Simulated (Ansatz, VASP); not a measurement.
TiC: VASP beside Ansatz

```
CELL_PARAMETERS angstrom
0.00000 2.16572 2.16572
2.16572 0.00000 2.16572
2.16572 2.16572 0.00000
ATOMIC_POSITIONS crystal
Ti 0.00000 0.00000 0.00000
C 0.50000 0.50000 0.50000
```

The cell is a database's computed one.

Alike in both runs: task relaxation of cell and atoms; functional PBE; k mesh 11 × 11 × 11; occupations fermi-dirac, width 0.05 eV; no spin polarisation; Hubbard terms Ti d U = 3.0 eV.

|  | VASP | Ansatz |
| --- | --- | --- |
| version | VASP 6.6.1 | Ansatz 0.2.0 |
| potentials or method | VASP PAW PBE potentials, release 64 (Ti_sv, C) | Ansatz PAW |
| plane-wave cutoff (eV) | 600 | 420 |
| valence electrons in the cell | 16 | 16 |

Ansatz gave:

```
gap on the k mesh at the Fermi level, each at its own relaxed structure (eV) : none
relaxed volume (Å³/atom)                                                     : 10.37
relaxed cell length with the largest relative difference (Å)                 : 3.083
energy change over the relaxation (meV/atom)                                 : -3
```

Task: Estimate VASP's values.

Result: gap on the k mesh at the Fermi level, each at its own relaxed structure (eV): none; relaxed volume (Å³/atom): 10.52; relaxed cell length with the largest relative difference (Å): 3.098; energy change over the relaxation (meV/atom): -10.

The programs project onto different local orbitals, so the same U acts differently. A gap of «none» marks a metal or a gap that the smearing closes.

Caveats: U without spin polarisation on a metal has little footing; the U is typed as a test and isn't derived for this compound; the plane-wave basis is chosen anew once the cell has moved, so the energies of steps on either side of that aren't comparable (Ansatz).
